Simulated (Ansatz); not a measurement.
# Ga2O3: the cost of one run

Method: DFT PBE, scalar-relativistic, plane waves, PAW, in Ansatz 0.2.0.

## (1) The system as given

It takes space group C2/m (No. 12, monoclinic). Conventional cell: a = 12.214 Å, b = 3.037 Å, c = 5.798 Å, α = 90.00°, β = 103.83°, γ = 90.00°. Ga (site symmetry m) has 4 O at 1.83 to 1.86 Å in its first shell of neighbours. Around Ga (site symmetry m) lie 6 O at 1.94 to 2.07 Å. O (site symmetry m) has 3 Ga at 1.83 to 1.94 Å in its first shell of neighbours. O (site symmetry m) has 4 Ga at 1.86 to 2.07 Å in its first shell of neighbours.

As a file:

```
CELL_PARAMETERS angstrom
0.00000 -6.07420 0.00000
4.72101 1.51855 5.63001
-7.49299 1.51855 5.63001
ATOMIC_POSITIONS crystal
Ga 0.19865 0.48780 0.30680
Ga 0.44865 0.98780 0.80680
Ga 0.69865 0.48780 0.30680
Ga 0.94865 0.98780 0.80680
Ga 0.05135 0.01220 0.19320
Ga 0.30135 0.51220 0.69320
Ga 0.55135 0.01220 0.19320
Ga 0.80135 0.51220 0.69320
Ga 0.07851 0.81567 0.49835
Ga 0.32850 0.31567 0.99835
Ga 0.57851 0.81567 0.49835
Ga 0.82851 0.31567 0.99835
Ga 0.17150 0.68433 0.00165
Ga 0.42150 0.18433 0.50165
Ga 0.67149 0.68433 0.00165
Ga 0.92149 0.18433 0.50165
O 0.02745 0.21940 0.89040
O 0.52745 0.21940 0.89040
O 0.27745 0.71940 0.39040
O 0.77745 0.71940 0.39040
O 0.22255 0.28060 0.60960
O 0.72255 0.28060 0.60960
O 0.47255 0.78060 0.10960
O 0.97255 0.78060 0.10960
O 0.14080 0.45490 0.10830
O 0.39080 0.95490 0.60830
O 0.64080 0.45490 0.10830
O 0.89080 0.95490 0.60830
O 0.10920 0.04510 0.39170
O 0.35920 0.54510 0.89170
O 0.60920 0.04510 0.39170
O 0.85920 0.54510 0.89170
O 0.06415 0.62420 0.63240
O 0.56415 0.62420 0.63240
O 0.31415 0.12420 0.13240
O 0.81415 0.12420 0.13240
O 0.18585 0.87580 0.86760
O 0.68585 0.87580 0.86760
O 0.43585 0.37580 0.36760
O 0.93585 0.37580 0.36760
```

The runs take a perfect supercell of 40 atoms; the defect goes to fractional position (0.583, 0.250, 0.250).

## (2) The perfect supercell

Input file input.yaml:

```yaml
crystal:
  lattice:
    - [0.0, -6.0742, -1.0e-06]
    - [4.721011, 1.51855, 5.630009]
    - [-7.492989, 1.51855, 5.630009]
  atoms:
    - { symbol: Ga, position: [0.19865, 0.4878, 0.3068] }
    - { symbol: Ga, position: [0.44865, 0.9878, 0.8068] }
    - { symbol: Ga, position: [0.69865, 0.4878, 0.3068] }
    - { symbol: Ga, position: [0.94865, 0.9878, 0.8068] }
    - { symbol: Ga, position: [0.05135, 0.0122, 0.1932] }
    - { symbol: Ga, position: [0.30135, 0.5122, 0.6932] }
    - { symbol: Ga, position: [0.55135, 0.0122, 0.1932] }
    - { symbol: Ga, position: [0.80135, 0.5122, 0.6932] }
    - { symbol: Ga, position: [0.078505, 0.81567, 0.49835] }
    - { symbol: Ga, position: [0.328505, 0.31567, 0.99835] }
    - { symbol: Ga, position: [0.578505, 0.81567, 0.49835] }
    - { symbol: Ga, position: [0.828505, 0.31567, 0.99835] }
    - { symbol: Ga, position: [0.171495, 0.68433, 0.00165] }
    - { symbol: Ga, position: [0.421495, 0.18433, 0.50165] }
    - { symbol: Ga, position: [0.671495, 0.68433, 0.00165] }
    - { symbol: Ga, position: [0.921495, 0.18433, 0.50165] }
    - { symbol: O, position: [0.02745, 0.2194, 0.8904] }
    - { symbol: O, position: [0.52745, 0.2194, 0.8904] }
    - { symbol: O, position: [0.27745, 0.7194, 0.3904] }
    - { symbol: O, position: [0.77745, 0.7194, 0.3904] }
    - { symbol: O, position: [0.22255, 0.2806, 0.6096] }
    - { symbol: O, position: [0.72255, 0.2806, 0.6096] }
    - { symbol: O, position: [0.47255, 0.7806, 0.1096] }
    - { symbol: O, position: [0.97255, 0.7806, 0.1096] }
    - { symbol: O, position: [0.1408, 0.4549, 0.1083] }
    - { symbol: O, position: [0.3908, 0.9549, 0.6083] }
    - { symbol: O, position: [0.6408, 0.4549, 0.1083] }
    - { symbol: O, position: [0.8908, 0.9549, 0.6083] }
    - { symbol: O, position: [0.1092, 0.0451, 0.3917] }
    - { symbol: O, position: [0.3592, 0.5451, 0.8917] }
    - { symbol: O, position: [0.6092, 0.0451, 0.3917] }
    - { symbol: O, position: [0.8592, 0.5451, 0.8917] }
    - { symbol: O, position: [0.06415, 0.6242, 0.6324] }
    - { symbol: O, position: [0.56415, 0.6242, 0.6324] }
    - { symbol: O, position: [0.31415, 0.1242, 0.1324] }
    - { symbol: O, position: [0.81415, 0.1242, 0.1324] }
    - { symbol: O, position: [0.18585, 0.8758, 0.8676] }
    - { symbol: O, position: [0.68585, 0.8758, 0.8676] }
    - { symbol: O, position: [0.43585, 0.3758, 0.3676] }
    - { symbol: O, position: [0.93585, 0.3758, 0.3676] }
basis:
  ecutwfc: 420
  fft_grid_basis: typed
kpoints:
  mp_grid: { grid: [2, 2, 1] }
hamiltonian:
  xc: pbe
  pseudopotentials: { kind: paw }
scf:
  occupations: { method: gaussian, width: 0.05 }
output:
  forces: true
  stress: false
  eigenvalues: true
  bader: false
  write_density: true
  volumetric_format: npy
```

On the command line:

```console
$ ansatz run input.yaml --threads 4 --pin off --max-ram 10240MiB --backend cpu --events-out ev --progress --plain --runs-dir out
```

Q: Estimate wall time and peak memory on 4 threads of Arm Neoverse V2, shared host.

About 6.2 s, with a peak of 1.8 GiB.
